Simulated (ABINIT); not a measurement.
# Al (Fm-3m) in ABINIT: settings compared

Aim: see how the results for Al move with the level of theory and the settings. Levels: BLYP+D2, LDA-PZ, HCTH407, PBE, OLYP. Tasks: equation of state, band structure.

All numbers are computed with ABINIT 10.8.3 (patched build); they aren't measurements. Logs are shortened: lines on timing, memory, paths and dates and some standing lists are left out, and cuts for length are marked. The log counts tension as positive stress, the text compression.

**The experiment to reproduce.**

“The interpretation of polycrystalline coherent inelastic neutron scattering from aluminium”, 2013, pmc:3831299 quotes, for a bulk crystal of Al: bulk modulus 76.9 GPa.

How close the calculation comes is told below.

## (1) The crystal as given

It takes space group Fm-3m (No. 225, cubic). Conventional cell: a = 4.050 Å, b = 4.050 Å, c = 4.050 Å, α = 90.00°, β = 90.00°, γ = 90.00°. Al (site symmetry m-3m) is surrounded by 12 Al at 2.86 Å.

## (2) Equation of state, BLYP+D2

run.abi

```
# Datasets: one volume each
ndtset 7
getwfk -1
scalecart1 3*0.9795861087
scalecart2 3*0.9864848297
scalecart3 3*0.9932883884
scalecart4 3*1.0000000000
scalecart5 3*1.0066227096
scalecart6 3*1.0131594038
scalecart7 3*1.0196128224

# Pseudopotentials
pp_dirpath "./"
pseudos "Al.GGA_PBE-JTH.xml"

# Structure
acell 5.4112434042 5.4112434042 5.4112434042
rprim
     0.0000000000     0.7071067812     0.7071067812
     0.7071067812     0.0000000000     0.7071067812
     0.7071067812     0.7071067812     0.0000000000
ntypat 1
znucl 13
natom 1
typat 1
xred
     0.0000000000     0.0000000000     0.0000000000

# Plane-wave basis
ecut 20.0
pawecutdg 40.0

# k points
kptopt 1
ngkpt 11 11 11
nshiftk 1
shiftk 0.0 0.0 0.0

# Exchange and correlation
ixc -106131
vdw_xc 5

# Bands and occupations
nband 6
occopt 3
tsmear 0.05 eV

# SCF cycle
nstep 100
tolvrs 1.0e-9

# Output
iomode 3
prtwf 1
prtden 0
prteig 0
prtebands 0
```

Potentials or basis: JTH PAW PBE v2.0.

The run is started by

```bash
$ abinit run.abi > log 2>&1
```

run.abo:

```text
.Version 10.8.3 of ABINIT
 DATASET    1 : space group Fm -3 m (#225); Bravais cF (face-center cubic)
================================================================================
 Values of the parameters that define the memory need for DATASET  1.
     intxc =       0    ionmov =       0      iscf =      17    lmnmax =       8
     lnmax =       4     mgfft =      24  mpssoang =       2    mqgrid =    3001
     natom =       1  nloc_mem =       2    nspden =       1   nspinor =       1
    nsppol =       1      nsym =      48    n1xccc =       1    ntypat =       1
    occopt =       3   xclevel =       2
       mpw =         462          nfft =       13824          nkpt =          56
 PAW method is used; the additional fine FFT grid is defined by:
   mgfftf=        32    nfftf =     32768
================================================================================
================================================================================
[... 71 lines left out ...]
 DATASET    7 : space group Fm -3 m (#225); Bravais cF (face-center cubic)
================================================================================
 Values of the parameters that define the memory need for DATASET  7.
     intxc =       0    ionmov =       0      iscf =      17    lmnmax =       8
     lnmax =       4     mgfft =      24  mpssoang =       2    mqgrid =    3001
     natom =       1  nloc_mem =       2    nspden =       1   nspinor =       1
    nsppol =       1      nsym =      48    n1xccc =       1    ntypat =       1
    occopt =       3   xclevel =       2
       mpw =         532          nfft =       13824          nkpt =          56
 PAW method is used; the additional fine FFT grid is defined by:
   mgfftf=        32    nfftf =     32768
================================================================================
================================================================================

--------------------------------------------------------------------------------
------------- Echo of variables that govern the present computation ------------
--------------------------------------------------------------------------------
 -outvars: echo values of preprocessed input variables --------
            acell      5.4112434042E+00  5.4112434042E+00  5.4112434042E+00 Bohr
              amu      2.69815390E+01
             ecut      2.00000000E+01 Hartree
           getwfk          -1
                       outvar_i_n : Printing only first  50 k-points.
              ixc     -106131
           jdtset        1    2    3    4    5    6    7
                       outvar_i_n : Printing only first  50 k-points.
         kptrlatt       11    0    0      0   11    0      0    0   11
          kptrlen1     5.83085676E+01
          kptrlen2     5.87192048E+01
          kptrlen3     5.91241776E+01
          kptrlen4     5.95236774E+01
          kptrlen5     5.99178855E+01
          kptrlen6     6.03069736E+01
          kptrlen7     6.06911048E+01
            natom           1
            nband           6
           ndtset           7
            ngfft          24      24      24
          ngfftdg          32      32      32
             nkpt          56
            nstep         100
             nsym          48
           ntypat           1
                       prtocc : prtvol=0, do not print more k-points.
           occopt           3
        pawecutdg      4.00000000E+01 Hartree
         pawxcdev           0
           prtden           0
        prtebands           0
           prteig           0
            rprim1     0.0000000000E+00  6.9267198023E-01  6.9267198023E-01
                       6.9267198023E-01  0.0000000000E+00  6.9267198023E-01
                       6.9267198023E-01  6.9267198023E-01  0.0000000000E+00
            rprim2     0.0000000000E+00  6.9755011263E-01  6.9755011263E-01
                       6.9755011263E-01  0.0000000000E+00  6.9755011263E-01
                       6.9755011263E-01  6.9755011263E-01  0.0000000000E+00
[... 38 lines left out ...]
solver: {iscf: 17, nstep: 100, nline: 4, wfoptalg: 10, }
tolerances: {tolvrs: 1.00E-09, }
...
[... 152 lines left out ...]
 getcut: wavevector=  0.0000  0.0000  0.0000  ngfft=  24  24  24
         ecut(hartree)=     20.000   => boxcut(ratio)=   2.23328

 getcut : COMMENT -
  Note that boxcut > 2.2 ; recall that boxcut=Gcut(box)/Gcut(sphere) = 2
  is sufficient for exact treatment of convolution.
  Such a large boxcut is a waste : you could raise ecut
  e.g. ecut=   24.937751 Hartrees makes boxcut=2

 Fine grid specifications (used for densities):

 getcut: wavevector=  0.0000  0.0000  0.0000  ngfft=  32  32  32
         ecut(hartree)=     40.000   => boxcut(ratio)=   2.10556
--------------------------------------------------------------------------------
[... 160 lines left out ...]
 getcut: wavevector=  0.0000  0.0000  0.0000  ngfft=  24  24  24
         ecut(hartree)=     20.000   => boxcut(ratio)=   2.21799

 getcut : COMMENT -
  Note that boxcut > 2.2 ; recall that boxcut=Gcut(box)/Gcut(sphere) = 2
  is sufficient for exact treatment of convolution.
  Such a large boxcut is a waste : you could raise ecut
  e.g. ecut=   24.597297 Hartrees makes boxcut=2

 Fine grid specifications (used for densities):

 getcut: wavevector=  0.0000  0.0000  0.0000  ngfft=  32  32  32
         ecut(hartree)=     40.000   => boxcut(ratio)=   2.09114
--------------------------------------------------------------------------------
[... 160 lines left out ...]
 getcut: wavevector=  0.0000  0.0000  0.0000  ngfft=  24  24  24
         ecut(hartree)=     20.000   => boxcut(ratio)=   2.20310

 getcut : COMMENT -
  Note that boxcut > 2.2 ; recall that boxcut=Gcut(box)/Gcut(sphere) = 2
  is sufficient for exact treatment of convolution.
  Such a large boxcut is a waste : you could raise ecut
  e.g. ecut=   24.268230 Hartrees makes boxcut=2

 Fine grid specifications (used for densities):

 getcut: wavevector=  0.0000  0.0000  0.0000  ngfft=  32  32  32
         ecut(hartree)=     40.000   => boxcut(ratio)=   2.07710
--------------------------------------------------------------------------------
[... 637 lines left out ...]
-Cartesian components of stress tensor (GPa)         [Pressure= -1.2677E+00 GPa]
- sigma(1 1)=  1.26774848E+00  sigma(3 2)=  0.00000000E+00
- sigma(2 2)=  1.26774848E+00  sigma(3 1)=  0.00000000E+00
- sigma(3 3)=  1.26774848E+00  sigma(2 1)=  0.00000000E+00

== END DATASET(S) ==============================================================
================================================================================

 -outvars: echo values of variables after computation  --------
            acell      5.4112434042E+00  5.4112434042E+00  5.4112434042E+00 Bohr
           etotal1    -2.0823702159E+00
           etotal2    -2.0826875775E+00
           etotal3    -2.0829040598E+00
           etotal4    -2.0830322684E+00
           etotal5    -2.0830841138E+00
           etotal6    -2.0830699379E+00
           etotal7    -2.0829999616E+00
            fcart1    -0.0000000000E+00 -0.0000000000E+00 -0.0000000000E+00
            fcart2    -0.0000000000E+00 -0.0000000000E+00 -0.0000000000E+00
            fcart3    -0.0000000000E+00 -0.0000000000E+00 -0.0000000000E+00
            fcart4    -0.0000000000E+00 -0.0000000000E+00 -0.0000000000E+00
            fcart5    -0.0000000000E+00 -0.0000000000E+00 -0.0000000000E+00
            fcart6    -0.0000000000E+00 -0.0000000000E+00 -0.0000000000E+00
            fcart7    -0.0000000000E+00 -0.0000000000E+00 -0.0000000000E+00
            rprim1     0.0000000000E+00  6.9267198023E-01  6.9267198023E-01
                       6.9267198023E-01  0.0000000000E+00  6.9267198023E-01
                       6.9267198023E-01  6.9267198023E-01  0.0000000000E+00
[... 17 lines left out ...]
                       7.2097514092E-01  7.2097514092E-01  0.0000000000E+00
           strten1    -1.6510480852E-04 -1.6510480852E-04 -1.6510480852E-04
                       0.0000000000E+00  0.0000000000E+00  0.0000000000E+00
           strten2    -1.1690707399E-04 -1.1690707399E-04 -1.1690707399E-04
                       0.0000000000E+00  0.0000000000E+00  0.0000000000E+00
           strten3    -7.4844437381E-05 -7.4844437381E-05 -7.4844437381E-05
                       0.0000000000E+00  0.0000000000E+00  0.0000000000E+00
           strten4    -3.8315914861E-05 -3.8315914861E-05 -3.8315914861E-05
                       0.0000000000E+00  0.0000000000E+00  0.0000000000E+00
           strten5    -6.7978828832E-06 -6.7978828832E-06 -6.7978828832E-06
                       0.0000000000E+00  0.0000000000E+00  0.0000000000E+00
           strten6     2.0188128463E-05  2.0188128463E-05  2.0188128463E-05
                       0.0000000000E+00  0.0000000000E+00  0.0000000000E+00
           strten7     4.3089894969E-05  4.3089894969E-05  4.3089894969E-05
                       0.0000000000E+00  0.0000000000E+00  0.0000000000E+00
 Calculation completed.
```

It took 27 s on 1 thread of Arm Neoverse V1, shared host; peak memory 0.11 GiB.

Results:

* Equilibrium volume: 17.03 Å³/atom
* Bulk modulus: 42 GPa
* Pressure derivative of the bulk modulus: 6.6

Energy against volume, from the lowest point:
| volume (Å³/atom) | energy (meV/atom) |
| --- | --- |
| 15.607 | 19.43 |
| 15.939 | 10.79 |
| 16.271 | 4.90 |
| 16.603 | 1.41 |
| 16.935 | 0.00 |
| 17.267 | 0.39 |
| 17.599 | 2.29 |

Caveat: pressures at fixed basis lie under the slope of the energies; the PAW data sets were made with another functional, which shifts forces and pressure a little.

## (3) Band structure, LDA-PZ

run.abi

```
# Datasets: ground state, then fixed potential
ndtset 2

# Pseudopotentials
pp_dirpath "./"
pseudos "Al.upf"

# Structure
acell 5.4112434042 5.4112434042 5.4112434042
rprim
     0.0000000000     0.7071067812     0.7071067812
     0.7071067812     0.0000000000     0.7071067812
     0.7071067812     0.7071067812     0.0000000000
ntypat 1
znucl 13
natom 1
typat 1
xred
     0.0000000000     0.0000000000     0.0000000000

# Plane-wave basis
ecut 22.0

# Exchange and correlation
ixc 2

# Bands and occupations
occopt 3
tsmear 0.05 eV

# SCF cycle
nstep 100

# Output
iomode 3
prtwf 0
prteig 0
prtebands 0
prtden1 1

# Dataset 1
kptopt1 1
ngkpt1 11 11 11
nshiftk1 1
shiftk1 0.0 0.0 0.0
nband1 6
tolvrs1 1.0e-10

# Dataset 2: bands along G-X-W-K-G-L-U-W-L-K
iscf2 -2
getden2 1
nband2 10
nbdbuf2 2
tolwfr2 1.0e-12
kptopt2 -9
ndivsm2 6
prteig2 1
prtvol2 -3
kptbounds2
     0.0000000000     0.0000000000     0.0000000000
     0.5000000000     0.0000000000     0.5000000000
     0.5000000000     0.2500000000     0.7500000000
     0.3750000000     0.3750000000     0.7500000000
     0.0000000000     0.0000000000     0.0000000000
     0.5000000000     0.5000000000     0.5000000000
     0.6250000000     0.2500000000     0.6250000000
     0.5000000000     0.2500000000     0.7500000000
     0.5000000000     0.5000000000     0.5000000000
     0.3750000000     0.3750000000     0.7500000000
```

Potentials or basis: PseudoDojo NC SR LDA v0.4.1 standard.

The run is started by

```bash
$ abinit run.abi > log 2>&1
```

Run time: 11 s. Hardware: 1 thread of Arm Neoverse V1, shared host; peak memory 0.11 GiB.

Results (log left out):

* Free energy: -64.3357 eV
* Pressure: -3.9 GPa
* Band gap on the k mesh: none (metal or under the smearing width)
* Valence electrons inside the program's atomic spheres: Al 0.89 (radii [1.0584] Å)

Levels at the corners of the path, in eV from the Fermi level:
| point | band 1 | band 2 | band 3 | band 4 | band 5 | band 6 |
| --- | --- | --- | --- | --- | --- | --- |
| Γ | -11.08 | 12.53 | 12.53 | 12.53 | 13.75 | 13.75 |
| X | -2.90 | -1.63 | 5.30 | 5.48 | 5.48 | 8.86 |
| W | -0.83 | -0.83 | 0.21 | 0.93 | 15.67 | 15.67 |
| K | -1.87 | -1.34 | -0.47 | 6.44 | 8.12 | 15.45 |
| Γ | -11.08 | 12.53 | 12.53 | 12.53 | 13.75 | 13.75 |
| L | -4.54 | -4.41 | 11.13 | 11.13 | 11.40 | 11.40 |
| U | -1.87 | -1.34 | -0.47 | 6.44 | 8.12 | 15.45 |
| W | -0.83 | -0.83 | 0.21 | 0.93 | 15.67 | 15.67 |
| L | -4.54 | -4.41 | 11.13 | 11.13 | 11.40 | 11.40 |
| K | -1.87 | -1.34 | -0.47 | 6.44 | 8.12 | 15.45 |

## (4) Equation of state, HCTH407

run.abi

```
# Datasets: one volume each
ndtset 7
getwfk -1
scalecart1 3*0.9795861087
scalecart2 3*0.9864848297
scalecart3 3*0.9932883884
scalecart4 3*1.0000000000
scalecart5 3*1.0066227096
scalecart6 3*1.0131594038
scalecart7 3*1.0196128224

# Pseudopotentials
pp_dirpath "./"
pseudos "Al.GGA_PBE-JTH.xml"

# Structure
acell 2.8635066922 2.8635066922 2.8635066922 Angstrom
rprim
     0.0000000000     0.7071067812     0.7071067812
     0.7071067812     0.0000000000     0.7071067812
     0.7071067812     0.7071067812     0.0000000000
ntypat 1
znucl 13
natom 1
typat 1
xred
     0.0000000000     0.0000000000     0.0000000000

# Plane-wave basis
ecut 20.0
pawecutdg 40.0

# k points
kptopt 1
ngkpt 11 11 11
nshiftk 1
shiftk 0.0 0.0 0.0

# Exchange and correlation
ixc 27

# Bands and occupations
nband 6
occopt 3
tsmear 0.05 eV

# SCF cycle
nstep 100
tolvrs 1.0e-9

# Output
iomode 3
prtwf 1
prtden 0
prteig 0
prtebands 0
enunit 2
```

Potentials or basis: JTH PAW PBE v2.0.

The run is started by

```bash
$ abinit run.abi > log 2>&1
```

Run time: 40 s. Hardware: 1 thread of Arm Neoverse V1, shared host; peak memory 0.11 GiB.

The run converged. Its results:

* Equilibrium volume: 14.92 Å³/atom (rough: see the caveat)
* Bulk modulus: 125 GPa (rough)

Energy against volume, from the lowest point:
```csv
volume (Å³/atom),energy (meV/atom)
15.607,0.00
15.939,12.77
16.271,29.57
16.603,49.99
16.935,73.63
17.267,100.14
17.599,129.18
```

Caveat: pressures at fixed basis lie under the slope of the energies; the minimum lies outside the volumes run; the PAW data sets were made with another functional, which shifts forces and pressure a little.

## (5) Equation of state, PBE

run.abi

```
ndtset 7
getwfk -1
scalecart1 3*0.9795861087
scalecart2 3*0.9864848297
scalecart3 3*0.9932883884
scalecart4 3*1.0000000000
scalecart5 3*1.0066227096
scalecart6 3*1.0131594038
scalecart7 3*1.0196128224

pp_dirpath "./"
pseudos "Al.upf"

acell 2.8635066922 2.8635066922 2.8635066922 Angstrom
rprim
     0.0000000000     0.7071067812     0.7071067812
     0.7071067812     0.0000000000     0.7071067812
     0.7071067812     0.7071067812     0.0000000000
ntypat 1
znucl 13
natom 1
typat 1
xred
     0.0000000000     0.0000000000     0.0000000000

ecut 20.0

kptopt 1
ngkpt 11 11 11
nshiftk 1
shiftk 0.0 0.0 0.0

ixc 11

nband 6
occopt 3
tsmear 0.00183747

nstep 100
tolvrs 1.0e-10

iomode 3
prtwf 1
prtden 0
prteig 0
prtebands 0
enunit 1
```

Potentials or basis: PseudoDojo NC SR PBE v0.4 stringent.

The run is started by

```bash
$ abinit run.abi > log 2>&1
```

Run time: 21 s. Hardware: 1 thread of Arm Neoverse V1, shared host; peak memory 0.11 GiB.

The run converged. Its results:

```yaml
Equilibrium_volume: 16.46 Å³/atom
Bulk_modulus: 80 GPa
Pressure_derivative_of_the_bulk_modulus: 4.5
```

Energy against volume, from the lowest point:
```tsv
volume (Å³/atom)	energy (meV/atom)
15.607	11.94
15.939	4.14
16.271	0.29
16.603	0.00
16.935	2.90
17.267	8.65
17.599	16.94
```

Caveat: pressures at fixed basis lie under the slope of the energies.

## (6) Equation of state, OLYP

run.abi: that of step 5 with these lines changed.

```diff
@@ -11,3 +11,3 @@
 pp_dirpath "./"
-pseudos "Al.upf"
+pseudos "Al.GGA_PBE-JTH.xml"
 
@@ -26,2 +26,3 @@
 ecut 20.0
+pawecutdg 40.0
 
@@ -32,3 +33,3 @@
 
-ixc 11
+ixc -110131
 
@@ -36,6 +37,6 @@
 occopt 3
-tsmear 0.00183747
+tsmear 0.05 eV
 
 nstep 100
-tolvrs 1.0e-10
+tolvrs 1.0e-9
```

Potentials or basis: JTH PAW PBE v2.0.

The run is started by

```bash
$ abinit run.abi > log 2>&1
```

Run time: 23 s. Hardware: 1 thread of Arm Neoverse V1, shared host; peak memory 0.11 GiB.

The run converged. Its results:

```yaml
Equilibrium_volume: 16.15 Å³/atom
Bulk_modulus: 87 GPa
Pressure_derivative_of_the_bulk_modulus: 4.3
```

Energy against volume, from the lowest point:
```
volume (Å³/atom)  energy (meV/atom)
          15.607               4.99
          15.939               0.52
          16.271               0.00
          16.603               3.06
          16.935               9.32
          17.267              18.46
          17.599              30.15
```

Caveat: pressures at fixed basis lie under the slope of the energies; the PAW data sets were made with another functional, which shifts forces and pressure a little.

## (7) For comparison

An earlier run on the cell as given: functional PBE; potentials or basis JTH PAW PBE v2.0; cutoff 544 eV; k mesh 11 × 11 × 11; occupations fermi-dirac, width 0.05 eV; no spin polarisation.

* Pressure: -0.6 GPa
* Band gap on the k mesh: none (metal or under the smearing width)
* Valence electrons inside the program's atomic spheres: Al 0.73 (radii [1.0074] Å)

## (8) Overview

```tsv
task	level	potentials or basis	cutoff (eV)	fine-grid cutoff	gap on the mesh (eV)	pressure (GPa)	V0 of scaled cells (Å³/atom)	B0 (GPa)
equation of state	BLYP+D2	JTH PAW PBE v2.0	544	1088.46 eV	-	-	17.03	42
band structure	LDA-PZ	PseudoDojo NC SR LDA v0.4.1 standard	599	-	none	-3.9	-	-
equation of state	HCTH407	JTH PAW PBE v2.0	544	1088.46 eV	-	-	-	-
equation of state	PBE	PseudoDojo NC SR PBE v0.4 stringent	544	-	-	-	16.46	80
equation of state	OLYP	JTH PAW PBE v2.0	544	1088.46 eV	-	-	16.15	87
single point	PBE	JTH PAW PBE v2.0	544	1088.46 eV	none	-0.6	-	-
```

Alike in all rows: no spin polarisation; cell as given; k mesh 11 × 11 × 11; smearing fermi-dirac 0.05 eV.

Caveats: pressures at fixed basis lie under the slope of the energies (some runs); the PAW data sets were made with another functional, which shifts forces and pressure a little (some runs); the minimum lies outside the volumes run (some runs).

Absolute energies hang on the potentials; compare differences alone.

## (9) How close it comes

Step 2. Measured bulk modulus of Al: 76.9 GPa (quoted in “The interpretation of polycrystalline coherent inelastic neutron scattering from aluminium”, 2013, pmc:3831299). This calculation gives 42 GPa (-44.8 %). So large a miss can be the level of theory's own, or it may mean another phase, state or a wrong row. The fit is for a static lattice scaled at fixed shape and fixed fractional positions. The cell as given is a measured one (16.60 Å³/atom); BLYP+D2 puts the equilibrium volume +2.5 % from it, thermal expansion not counted.

Step 5. Against the measured bulk modulus of Al, 76.9 GPa (quoted in “The interpretation of polycrystalline coherent inelastic neutron scattering from aluminium”, 2013, pmc:3831299), the calculated 80 GPa is off by +3.6 %. The fit is for a static lattice scaled at fixed shape and fixed fractional positions. The cell as given is a measured one (16.60 Å³/atom); PBE puts the equilibrium volume -0.8 % from it, thermal expansion not counted.

Step 6. Against the measured bulk modulus of Al, 76.9 GPa (quoted in “The interpretation of polycrystalline coherent inelastic neutron scattering from aluminium”, 2013, pmc:3831299), the calculated 87 GPa is off by +13.2 %. The fit is for a static lattice scaled at fixed shape and fixed fractional positions. The cell as given is a measured one (16.60 Å³/atom); OLYP puts the equilibrium volume -2.7 % from it, thermal expansion not counted.
